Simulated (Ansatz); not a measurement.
BaSnO₃ (Pm-3m), PBEsol, rigid bands in Ansatz (a first-principles code): N_c = 1.75e18 cm⁻³ at 300 K and an electron conductivity mass of 0.169 mₑ.

Task: For 1e16 electrons per cm³ at 300 K, place the Fermi level, estimate the Seebeck coefficient of a parabolic band with constant τ, and give mobility and conductivity for τ = 10 fs.

Result: The level lies k_BT ln(N_c/n) = 0.134 eV below the conduction-band minimum. S ≈ −(k_B/e)[ln(N_c/n) + 5/2] = -660 μV/K, against -655 μV/K from the full bands (mean over directions). μ = eτ/m = 104 cm²/(V·s) and σ = neμ = 0.167 S/cm. τ is assumed, not computed.

Band transport and this doping are assumed; polarons and phonon drag are left out. Spin-orbit coupling is left out.
